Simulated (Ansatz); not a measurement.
## BN: stiffness from a series of strains

```yaml
crystal:
  lattice:
    - [0.00000, 1.80750, 1.80750]
    - [1.80750, 0.00000, 1.80750]
    - [1.80750, 1.80750, 0.00000]
  atoms:
    - { symbol: B, position: [0.00000, 0.00000, 0.00000] }
    - { symbol: N, position: [0.75000, 0.75000, 0.75000] }
```

Atoms are numbered in the order listed.

The geometry is COD entry 9008834, unchecked; take it as a test cell.

The calculation used DFT, LDA, all-electron LAPW, scalar-relativistic (Ansatz 0.2.0).

Settings: a Γ-centred 11×11×11 k mesh, Fermi–Dirac smearing of 0.02 eV, basis error target 0.5 meV/atom, no spin polarisation.

The strain is applied along the Cartesian axes of the cell as listed (the other components stay zero). Fractional coordinates are held (clamped ions).

σ is the change of stress from the unstrained cell, which is at -10.85 GPa; tension is positive, so slopes are stress–strain coefficients at that pressure.

Only quantities that a quadratic follows smoothly over the whole series are listed; rougher ones are left out.

```csv
εxx = εyy,σzz (GPa),σxx (GPa)
-0.0200,-6.92,-20.22
-0.0100,-3.29,-9.70
0.0000,0.00,0.00
0.0200,5.70,17.13
```

Task: Fit the series and read off the stiffness at zero strain.

Result: Least-squares fits y = p0 + p1 x + p2 x² to the rows give σzz (GPa): p1 = 315, p2 = -1500; σxx (GPa): p1 = 934, p2 = -3900. So 2 C12 = 315 GPa and C11 + C12 = 934 GPa.

Task: One run, at εxx = εyy = 0.0100, is withheld. Predict its row.

Result: The fits give 3.01, 8.96; the run gave 2.99, 8.93.
